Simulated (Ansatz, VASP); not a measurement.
# Two plane-wave programs on Rb

```xyz
1
Lattice="0.0000 3.5262 3.5262 3.5262 0.0000 3.5262 3.5262 3.5262 0.0000" Properties=species:S:1:pos:R:3 pbc="T T T"
Rb    0.0000    0.0000    0.0000
```

Alike in both runs: task single point; functional PBE; k mesh 10 × 10 × 10; occupations gaussian, width 0.05 eV; no spin polarisation.

|  | VASP | Ansatz |
| --- | --- | --- |
| version | VASP 6.6.1 | Ansatz 0.2.0 |
| potentials or method | VASP PAW PBE potentials, release 64 (Rb_sv) | scalar-relativistic, plane waves, PAW |
| plane-wave cutoff (eV) | 520 | 600 |
| valence electrons in the cell | 9 | 9 |

|  | VASP | Ansatz | Ansatz less VASP |
| --- | --- | --- | --- |
| pressure (GPa) | 0.1 | 0.1 | 0.00 |
